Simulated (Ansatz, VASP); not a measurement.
# Sb: VASP beside Ansatz

```
Sb
1.0
    -1.70179    1.70179    1.70179
     1.70179   -1.70179    1.70179
     1.70179    1.70179   -1.70179
Sb
1
Cartesian
  0.0000 0.0000 0.0000
```

Change from the starting cell: volume scaled by 0.76, PAW files.

Alike in both runs: task single point; functional PBEsol; k mesh 16 × 16 × 16; occupations fermi-dirac, width 0.05 eV; no spin polarisation.

|  | VASP | Ansatz |
| --- | --- | --- |
| version | VASP 6.6.1 | Ansatz 0.2.0 |
| potentials or method | VASP PAW PBE potentials, release 64 (Sb) | PAW with Ansatz's default frozen-core files, scalar-relativistic |
| plane-wave cutoff (eV) | 520 | 420 |
| valence electrons in the cell | 5 | 15 |

|  | VASP | Ansatz | Ansatz less VASP |
| --- | --- | --- | --- |
| pressure (GPa) | 36.1 | 35.5 | -0.64 |

The functional is the same, so the differences come from potentials, cutoffs and numerics. The two sets of potentials don't hold the same shells in valence.

Caveats: so large a pressure means that the cell lies far from this level's equilibrium, or that cutoff or potentials fall short (VASP); the potentials were made for another functional, which shifts forces and pressure (VASP). The runs have no spin-orbit coupling, so splittings on Sb are missing.
